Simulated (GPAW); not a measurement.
**PbSe (Clausthalite) in GPAW: convergence with k mesh**

Input of the first run (k mesh 2 × 2 × 2); the others differ in this setting and in those tied to it:

File run.py:

```python
import json
import numpy as np
from ase.dft.bandgap import bandgap
from ase.io import write
from ase.spacegroup import crystal
from gpaw import GPAW, PW
from gpaw.response.g0w0 import G0W0

# Pb 4a
# Se 4b
atoms = crystal(['Pb', 'Se'],
                basis=[[0.0, 0.0, 0.0],
                       [0.5, 0.0, 0.0]],
                spacegroup=225, setting=1,  # Fm-3m
                cellpar=[6.1213, 6.1213, 6.1213, 90.0, 90.0, 90.0],
                primitive_cell=True)

calc = GPAW(mode=PW(450),
            xc='LDA',
            kpts={'size': (2, 2, 2), 'gamma': True},
            occupations={'name': 'fermi-dirac', 'width': 0.001},
            nbands=19,
            convergence={'density': 1e-06},
            maxiter=150,
            txt='gpaw.txt')
atoms.calc = calc
energy = atoms.get_potential_energy()
calc.write('gs.gpw')
write('result.traj', atoms)
print(f'Energy: {energy:.6f} eV')
print('Fermi level:', round(calc.get_fermi_level(), 4), 'eV')
print(f'Gap: {bandgap(calc)[0]:.4f} eV, direct: {bandgap(calc, direct=True)[0]:.4f} eV')

calc.diagonalize_full_hamiltonian(nbands=97)
calc.write('full.gpw', mode='all')

ibz = calc.get_ibz_k_points()
gap, vbm, cbm = bandgap(calc, output=None)
gap, direct, _ = bandgap(calc, direct=True, output=None)
gamma = int(np.abs(ibz).sum(1).argmin())
kpts = sorted({gamma, vbm[1], cbm[1], direct[1]})
gw = G0W0(calc='full.gpw',
          filename='gw',
          ecut=80,
          ecut_extrapolation=False,
          relbands=(-1, 1),
          kpts=kpts,
          integrate_gamma='WS',
          nbands=93,
          ppa=True)
gw.calculate()
results = {mode: {key: np.asarray(r[key]).tolist() for key in ['f', 'eps', 'vxc', 'exx', 'sigma', 'Z', 'qp', 'sigma_eskn']}
           for mode, r in gw.all_results.items()}
json.dump({'kpts': ibz[kpts].tolist(), 'results': results}, open('gw.json', 'w'))
for mode, r in results.items():
    f, qp = np.array(r['f']), np.array(r['qp'])
    print(mode, 'quasiparticle energies (eV):')
    print(qp.round(3))
    print(mode, 'gap:', round(qp[f < 0.5].min() - qp[f > 0.5].max(), 4), 'eV')
```

Potentials or basis: the program's PAW data sets (release 1.2.1) made for this functional, pw.

Command:

```bash
$ OMP_NUM_THREADS=1 python run.py
```

Hardware: 1 thread of Arm Neoverse V1 (shared host).

```csv
k mesh,"energy less the tightest run, at zero smearing (meV/atom)",SCF cycles,CPU time (s),peak memory (GiB)
2 × 2 × 2,808.24,39,24,0.29
3 × 3 × 3,-62.65,11,32,0.34
4 × 4 × 4,6.88,11,82,0.43
5 × 5 × 5,-5.62,11,190,0.58
6 × 6 × 6,-0.35,11,420,0.81
7 × 7 × 7,0.00,11,820,1.1
```

Against the tightest run, the energy stays within 1 meV/atom from 6 × 6 × 6 on. Meshes of other sizes hit other points, so gaps and Fermi surfaces needn't settle smoothly. The tightest run that finished is the yardstick and may itself not be fully converged.

Caveat, for the tightest run too: this odd mesh misses L, where the gap lies, so gap, dielectric constants and Born charges aren't listed; the long-wavelength limit can be off by a per cent or two. The run has no spin-orbit coupling, so splittings on Pb are missing.
